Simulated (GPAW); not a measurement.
CdSe:

```xyz
2
Lattice="0.0000 3.0703 3.0703 3.0703 0.0000 3.0703 3.0703 3.0703 0.0000" Properties=species:S:1:pos:R:3 pbc="T T T"
Cd    0.0000    0.0000    0.0000
Se    1.5351    1.5351    1.5351
```

Measurements of this composition are mostly on another form, of space group No. 186.

Base run:

| Property | Result |
| --- | --- |
| Program | GPAW 26.7.0 |
| Functional | PBEsol |
| Potentials or basis | PAW data sets generated in the run's folder for this functional |
| Cutoff | 600 eV |
| Basis | pw |
| k mesh | 8 × 8 × 8 |
| Occupations | fermi-dirac, width 0.05 eV |
| Spin | no spin polarisation |

Its results: band gap on the k mesh 0.42 eV, direct; pressure -1.6 GPa.

Question: After a change of settings the same cell gave: band gap on the k mesh 0.47 eV, direct; pressure 3.8 GPa. Which change was it?
A. functional from PBEsol to BLYP
B. functional from PBEsol to r2SCAN; potentials or basis from PAW data sets generated in the run's folder for this functional to GPAW PAW data sets (gpaw-data 1.2.1)
C. functional from PBEsol to PBE; k mesh from 8 × 8 × 8 to 6 × 6 × 6
D. functional from PBEsol to LDA; potentials or basis from PAW data sets generated in the run's folder for this functional to the program's PAW data sets (release 1.2.1) made for this functional

Answer: A.

BLYP binds less tightly than PBEsol, so the same cell stands under more pressure.

Not every run made on this cell is shown here.
